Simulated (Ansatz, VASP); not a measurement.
## Re in VASP and in Ansatz

```
Re
1.0
     0.00000    1.94430    1.94430
     1.94430    0.00000    1.94430
     1.94430    1.94430    0.00000
Re
1
Cartesian
  0.0000 0.0000 0.0000
```

This isn't the form of Re at room conditions, which is hcp.

Alike in both runs: task relaxation of cell and atoms; functional PBE; k mesh 18 × 18 × 18; occupations gaussian, width 0.1 eV; no spin polarisation.

|  | VASP | Ansatz |
| --- | --- | --- |
| version | VASP 6.6.1 | Ansatz 0.2.0 |
| potentials or method | VASP PAW PBE potentials, release 64 (Re) | scalar-relativistic, plane waves, PAW |
| plane-wave cutoff (eV) | 600 | 420 |
| valence electrons in the cell | 7 | 15 |

Ansatz gave:

| Property | Result |
| --- | --- |
| gap on the k mesh at the Fermi level, each at its own relaxed structure (eV) | none |
| relaxed volume (Å³/atom) | 15.01 |
| relaxed cell length with the largest relative difference (Å) | 2.769 |
| energy change over the relaxation (meV/atom) | -7 |

Problem. Estimate VASP's values.

Solution. gap on the k mesh at the Fermi level, each at its own relaxed structure (eV): none; relaxed volume (Å³/atom): 14.99; relaxed cell length with the largest relative difference (Å): 2.767; energy change over the relaxation (meV/atom): -7.

A gap of «none» marks a metal or a gap that the smearing closes. The two sets of potentials don't hold the same shells in valence.

The runs have no spin-orbit coupling, so splittings on Re are missing.
